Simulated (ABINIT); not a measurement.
Crystal: V.

```xyz
1
Lattice="-1.5144 1.5144 1.5144 1.5144 -1.5144 1.5144 1.5144 1.5144 -1.5144" Properties=species:S:1:pos:R:3 pbc="T T T"
V     0.0000    0.0000    0.0000
```

Program: ABINIT 10.8.3 (patched build). Alike in all runs: spin collinear, ferromagnetic start; cell as given; cutoff (eV) 408; smearing fermi-dirac 0.05 eV.

Problem. Order these runs on this cell by their pressure, lowest first.
A. level RPBE; potentials or basis JTH PAW PBE v2.0; k mesh 12 × 12 × 12; mesh quality not flagged
B. level PBE; potentials or basis JTH PAW PBE v2.0; k mesh 12 × 12 × 12; mesh quality not flagged
C. level PBEsol; potentials or basis JTH PAW PBE v2.0; k mesh 10 × 10 × 10; mesh quality not flagged
D. level LDA; potentials or basis JTH PAW LDA v2.0; k mesh 10 × 10 × 10; mesh quality not flagged
E. level PBE; potentials or basis JTH PAW PBE v2.0; k mesh 5 × 5 × 5; mesh quality coarse

Solution. D (-16.4 GPa), C (-10.6 GPa), B (-4.9 GPa), E (-3.2 GPa), A (-0.8 GPa).

Caveats: some runs use coarse meshes; the PAW data sets were made with another functional, which shifts forces and pressure a little (some runs); so large a pressure means that the cell lies far from this level's equilibrium, or that cutoff or potentials fall short (some runs).
